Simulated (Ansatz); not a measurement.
# Squeezing and shearing random wurtzite alloy of AlN and GaN (72 atoms): runs compared

How stiff is random wurtzite alloy of AlN and GaN (72 atoms), and how do its levels respond to strain?

Computed with Ansatz 0.2.0: Kohn-Sham DFT, PBE, PAW (set soft_1), plane waves.

### 1. The cell as built

The cell holds 72 atoms: 32 Ga, 36 N and 4 Al. Cell: a = 9.541 Å, b = 9.541 Å, c = 10.325 Å, α = 90.0°, β = 90.0°, γ = 120.0°. It derives from AlN (wurtzite) and GaN, repeated 3×3×2. Wurtzite AlN, 3 x 3 x 2 conventional cells, 32 of 36 Al sites given to Ga at random (x = 0.889), lattice by Vegard's rule (a = 3.18 Å, c = 5.162 Å); not relaxed, displaced by a Gaussian of 0.02 Å.

What the set-up can't give: The Brillouin zone is sampled at Γ only.

### 2. The reference run

The reference is a single point at the end of the relaxation.

Every strained cell starts from the geometry of this run, and its atoms are relaxed with the cell held.

Its input, with most atom lines left out:

```yaml
crystal:
  lattice:
    - [9.64748, -0.00023, -3.0e-05]
    - [-4.82394, 8.35529, 3.0e-05]
    - [-3.0e-05, 1.0e-05, 10.39611]
  atoms:
    - { symbol: Ga, position: [0.00107, 0.00102, 0.99884] }
    - { symbol: "N", position: [0.11102, 0.22311, 0.06098] }
    - { symbol: Ga, position: [0.11111, 0.22303, 0.25012] }
    - { symbol: "N", position: [0.00057, 0.00073, 0.31148] }
    - { symbol: Ga, position: [0.00092, 0.00152, 0.50116] }
    - { symbol: "N", position: [0.1113, 0.22265, 0.56721] }
    - { symbol: Al, position: [0.11123, 0.22364, 0.75086] }
    [... atom lines 8 to 72 left out ...]
kpoints:
  mp_grid: { grid: [1, 1, 1] }
hamiltonian:
  xc: pbe
  pseudopotentials: { kind: paw, azcp: { folder: soft_1 } }
scf:
  occupations: { method: fermi_dirac, width: 0.025 }
output:
  forces: true
  stress: true
  populations: true
  dos:
    method: { smearing: { sigma: 0.08 } }
    de: 0.1
    projected: { site_lists: { Al: [Al], Ga: [Ga], "N": ["N"] } }
  eigenvalues: true
  write_density: true
  write_potential: true
  volumetric_format: npy
```

```
free energy per atom   : -1903.6853 eV/atom
r.m.s. force component : 0.00063 eV/Å
pressure               : 4.73e-5 GPa
```

Filled and empty levels are parted by 1.93 eV at Γ alone; the mesh holds the band edges only if they fold onto it, so the gap at this level can be narrower or closed, while semilocal functionals tend to narrow gaps against experiment.

### 3. The runs

Each row is one run, on 4 threads of Arm Neoverse V1, shared host. The free energy is the program's total, comparable only between runs with the same functional, potentials and atoms.

```
                                 run  atoms    outcome  ionic steps, all passes  free energy (eV)  time  host memory (GiB)
           Single point at the start     72  converged                        -       -137063.816  10 s                1.2
              Cell and atoms relaxed     72  converged                        7       -137065.340  63 s                1.2
Single point at the relaxed geometry     72  converged                        -       -137065.340  17 s                1.3
                         Volume -3 %     72  converged                        2       -137064.899  20 s                1.2
                         Volume +3 %     72  converged                        2       -137064.942  22 s                1.3
                         Volume -6 %     72  converged                        2       -137063.487  19 s                1.2
                         Volume +6 %     72  converged                        2       -137063.853  24 s                1.3
                        Volume -10 %     72  converged                        2       -137059.806  23 s                1.2
            Stretched by 1 % along x     72  converged                        3       -137065.252  37 s                1.3
           Compressed by 1 % along x     72  converged                        3       -137065.253  34 s                1.2
                Sheared by 2 % in xy     72  converged                        3       -137065.223  37 s                1.3
```

In some runs the program notes that the SCF threshold is loose for the stress.

### 4. Pressure against volume

Atoms are relaxed at each volume, in the scaled cell.

```
volume change (%)  volume (Å³/atom)  energy change (meV/atom)  pressure (GPa)  largest move on relaxing (Å)  bonds  gap (eV)
              -10            10.475                     76.87           23.24                          0.00    144                2.65
               -6            10.940                     25.74           12.44                          0.00    144                2.35
               -3            11.290                      6.12            5.72                          0.00    144                2.14
               +0            11.639                      0.00            0.00                             -    144                1.93
               +3            11.988                      5.54           -4.87                          0.00    144                1.73
               +6            12.337                     20.65           -9.01                          0.00    144                1.53
```

### 5. Uniaxial strain and shear

Stress (GPa, compression positive) less that of the relaxed cell, atoms relaxed:

```
                   strain      xx      yy      zz      xy  energy change (meV/atom)
 stretched by 1 % along x  -3.246  -1.099  -0.805   0.000                      1.23
compressed by 1 % along x   3.411   1.162   0.850   0.000                      1.21
     sheared by 2 % in xy  -0.028   0.063  -0.012  -2.199                      1.63
```

### 6. What came out

The bulk modulus, from the slope of pressure against ln V over the three points nearest the relaxed volume, is 177 GPa; a quadratic over all points gives a pressure derivative of about 4.7. The gap goes from 2.65 eV at the smallest volume to 1.53 eV at the largest, -6.8 eV per unit of ln V by a straight line, on the run's k-points. In the Cartesian axes of the cell, finite differences give C11 = 333, C12 = 113, C13 = 82.8 and C66 = 110 GPa (the shear of 2 % is the engineering strain, εxy = 0.01).

Caveats: Strains are finite and relaxations stop at the force tolerance of the input, which can leave moduli too stiff; they are those of a static cell at zero temperature. Volumes are changed with the cell's shape held, so in an anisotropic solid the modulus lies over the one under free hydrostatic load. The program notes that the SCF threshold of the relaxations is loose for the stress. The host structure and its lattice constant were typed by rule, without a check against the phase diagram.

The DFT runs together took 5.1 min of wall time.

[Logs are printed without paths, hosts, clocks, repeated set-up lines and the standing remarks that a program may print on its own settings, such as how far it seeks lower states.]

[Hosts, paths, dates, database ids (printed as entryN), source tags and the programs' standing remarks are cut or masked in the printed files.]
